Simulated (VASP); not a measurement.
## CaO: single point with PBE-based screened hybrid

The system is CaO.

```xyz
2
Lattice="2.9032 0.0000 0.0000 0.0000 2.9032 0.0000 0.0000 0.0000 2.9032" Properties=species:S:1:pos:R:3 pbc="T T T"
Ca    0.0000    0.0000    0.0000
O     1.4516    1.4516    1.4516
```

The cell was built by a generator and needn't be a form met in nature.

| Item | Value |
| --- | --- |
| Program | VASP 6.6.1 |
| Task | single point |
| Functional | PBE-based screened hybrid |
| Potentials or basis | VASP PAW PBE potentials, release 64 (Ca_sv, O) |
| Cutoff | 520 eV |
| k mesh | 4 × 4 × 4 |
| Occupations | gaussian, width 0.01 eV |
| Spin | no spin polarisation |
| Dipole correction | no |
| Exchange at q = 0 | truncated |
| Grid for exact exchange (PRECFOCK) | Normal |
| Share of exact exchange | 0.15 |
| Screening parameter | 0.2078 |
| Further INCAR settings | ALGO = Normal; EDIFF = 1e-06; NBANDS = 15 |

The pressure is 2.5 GPa and the band gap on the k mesh is 3.76 eV, indirect (least direct gap 4.09 eV).

Levels at points of the mesh, in eV from the valence-band top:
```
           k point  band 6  band 7  band 8  band 9  band 10  band 11
(0.00, 0.00, 0.00)   -0.33   -0.33   -0.33    3.76     3.76     6.13
(0.50, 0.00, 0.00)   -4.01   -0.83   -0.83    4.85     8.40     9.44
(0.50, 0.50, 0.00)   -2.26   -2.26    0.00    4.91     5.80     7.75
(0.50, 0.50, 0.50)   -3.59   -3.59   -3.59    9.22     9.22     9.22
```

It took 4.3 min on 1 thread of Intel(R) Xeon(R) Platinum 8259CL CPU @ 2.50GHz (Skylake/Cascade Lake), with other jobs on the host, peak memory 0.24 GiB.

Caveat: the k mesh is coarse (spacing up to 0.54 Å⁻¹), so the values aren't converged; the PAW data sets were made with another functional, which shifts forces and pressure a little. A k mesh can miss the band edges.
